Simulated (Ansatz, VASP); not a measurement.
Given: the input of a run of VASP 6.6.1 on Mg (Magnesium). 

Contents of INCAR:

```
PREC = Accurate
ENCUT = 600
EDIFF = 1E-6
ISMEAR = -1
SIGMA = 0.05
LREAL = False
LASPH = True
NELM = 60
ALGO = Normal
ISIF = 3
LWAVE = False
LCHARG = False
GGA = B5
ALDAX = 1.0
AGGAX = 1.0
AGGAC = 1.0
ALDAC = 0.0
IVDW = 12
VDW_S6 = 1.0
VDW_S8 = 2.6996
VDW_A1 = 0.4298
VDW_A2 = 4.2359
IBRION = 2
NSW = 40
EDIFFG = -0.01
```

Contents of KPOINTS:

```
regular mesh
0
Gamma
  10 10 5
```

Contents of POSCAR:

```
Mg
1.0
    3.2093000000      0.0000000000      0.0000000000
   -1.6046500000      2.7793353284      0.0000000000
    0.0000000000      0.0000000000      5.2103000000
Mg
2
Direct
    0.6666666667      0.3333333333      0.7500000000
    0.3333333333      0.6666666667      0.2500000000
```

Potentials or basis: VASP PAW PBE potentials, release 64 (Mg).

Launch:

```console
$ cat potpaw_PBE.64/Mg/POTCAR > POTCAR
$ mpirun -np 1 vasp_std > vasp.out
```

Question: Set up the same calculation for Ansatz 0.2.0. Potentials or basis there: all-electron LAPW, scalar-relativistic.

Answer: As run (cutoffs and basis follow the program's own potentials, and thresholds, step limits or extra output files can differ):

Contents of input.yaml:

```yaml
crystal:
  lattice:
    - [3.2093, 0.0, 0.0]
    - [-1.60465, 2.7793353284, 0.0]
    - [0.0, 0.0, 5.2103]
  atoms:
    - { symbol: Mg, position: [0.6666666667, 0.3333333333, 0.75] }
    - { symbol: Mg, position: [0.3333333333, 0.6666666667, 0.25] }
kpoints:
  mp_grid: { grid: [10, 10, 5] }
scf:
  occupations: { method: fermi_dirac, width: 0.05 }
hamiltonian:
  xc: blyp
  dispersion: d3bj
  pseudopotentials: { kind: all_electron, lapw: { basis_error: 0.001 } }
output:
  forces: true
  stress: true
relax:
  f_tol: 0.005
  max_steps: 60
  cell: {}
```

Potentials or basis: all-electron LAPW, scalar-relativistic.

Launch:

```bash
$ ansatz run input.yaml --threads 1 --pin off --max-ram 3072MiB --backend cpu --events-out ev --progress --plain --runs-dir out
```

Both were run:

|  | VASP | Ansatz |
| --- | --- | --- |
| Relaxed volume | 20.55 Å³/atom | 20.59 Å³/atom |
| Relaxed cell | a = 3.050 Å, b = 3.050 Å, c = 5.101 Å, α = 90.00°, β = 90.00°, γ = 120.00° | a = 3.052 Å, b = 3.052 Å, c = 5.105 Å, α = 90.00°, β = 90.00°, γ = 120.00° |
| Space group after relaxing | P6_3/mmc (No. 194) | P6_3/mmc (No. 194) |
| Pressure after relaxing | 0.0 GPa | 0.0 GPa |

VASP's potentials were made for PBE.

Where Ansatz's input types no cutoff or centring, it takes its own default and a Γ-centred mesh.

Pressure is positive in compression.
